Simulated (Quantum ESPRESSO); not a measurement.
The system is AlN.

```
Al N
1.0
     3.11300    0.00000    0.00000
    -1.55650    2.69594    0.00000
     0.00000    0.00000    4.98100
Al N
2 2
Direct
  0.66667 0.33333 0.50000
  0.33333 0.66667 0.00000
  0.66667 0.33333 0.88000
  0.33333 0.66667 0.38000
```

- Program: Quantum ESPRESSO 7.5
- Task: Wannier functions
- Functional: LDA
- Potentials or basis: PseudoDojo 0.4.1 SR LDA standard
- Cutoff: 1143 eV
- Density cutoff: 4572 eV
- k mesh: 6 × 6 × 4
- Occupations: fermi-dirac, width 0.05 eV
- Spin: no spin polarisation
- Iterations: 0
- Form of the LDA correlation: PW92
- Mixing beta: 0.5
- Most SCF iterations: 120
- SCF threshold: 8e-10 Ry
- k mesh for the Wannier functions: 6 × 6 × 4

Start: SCDM on the occupied bands; no minimisation of the spread. The reference level is the Fermi level, or the middle of the gap.

Problem. With SCDM on the occupied bands, how many functions result, how localised are they, and how well do they interpolate the bands?

Solution. 8 functions with spreads from 0.92 to 0.99 Å², 7.6 Å² in all; they miss the direct bands by 6 meV (root mean square).

Wannier functions:
| function | nearest atom | distance (Å) | spread (Å²) | on-site energy from the reference level (eV) |
| --- | --- | --- | --- | --- |
| 1 | 3 N | 0.45 | 0.94 | -7.35 |
| 2 | 4 N | 0.45 | 0.94 | -7.35 |
| 3 | 4 N | 0.43 | 0.97 | -6.99 |
| 4 | 3 N | 0.43 | 0.97 | -6.99 |
| 5 | 4 N | 0.47 | 0.92 | -7.81 |
| 6 | 3 N | 0.47 | 0.92 | -7.81 |
| 7 | 4 N | 0.43 | 0.99 | -7.08 |
| 8 | 3 N | 0.43 | 0.99 | -7.08 |

Parts of the spread (Å²): invariant 6.14, diagonal 0.035, off-diagonal 1.46, total 7.64. Against the direct bands the interpolation misses by 6 meV (root mean square) and 32 meV at most, for states up to 1 eV over the reference level.
